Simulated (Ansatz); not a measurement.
**CaO: changing the functional**

```yaml
crystal:
  lattice:
    - [0.00000, 2.40356, 2.40356]
    - [2.40356, 0.00000, 2.40356]
    - [2.40356, 2.40356, 0.00000]
  atoms:
    - { symbol: Ca, position: [0.00000, 0.00000, 0.00000] }
    - { symbol: O, position: [0.50000, 0.50000, 0.50000] }
```

The cell is a database's computed one, not the measured one.

Kept alike: task projected density of states; k mesh 6 × 6 × 6; occupations fermi-dirac, width 0.05 eV; no spin polarisation. Program: Ansatz, Ansatz PAW. Cutoffs run from 420 to 500 eV. The mesh is that of the run's cell of 2 atoms. No spin-orbit coupling.

| functional | band gap (eV) | pressure (GPa) |
| --- | --- | --- |
| BLYP | 3.753 | 4.32 |
| LDA | 3.486 | -7.03 |
| PBE | 3.655 | 1.61 |
| PBEsol | 3.555 | -2.74 |
| RPBE | 3.764 | 5.39 |
| r2SCAN | 4.200 | -0.88 |
| r2SCAN0 | 6.426 | -2.06 |
| revPBE | 3.738 | 4.42 |

Pressure is positive in compression, with a Pulay correction for the finite cutoff. A gap read on the mesh alone can miss an edge between its points. All rows use potentials made for PBE.

Problem. What does the functional change here?

Solution. The band gap runs from 3.486 (LDA) to 6.426 eV (r2SCAN0). From PBE: BLYP +0.098; LDA -0.169; PBEsol -0.100; RPBE +0.109; r2SCAN +0.545; r2SCAN0 +2.771; revPBE +0.083. The pressure runs from -7.03 (LDA) to 5.39 GPa (RPBE). From PBE: BLYP +2.71; LDA -8.64; PBEsol -4.35; RPBE +3.78; r2SCAN -2.49; r2SCAN0 -3.67; revPBE +2.81. A positive pressure means that the functional's own cell is larger than the one given, a negative one that it is smaller.
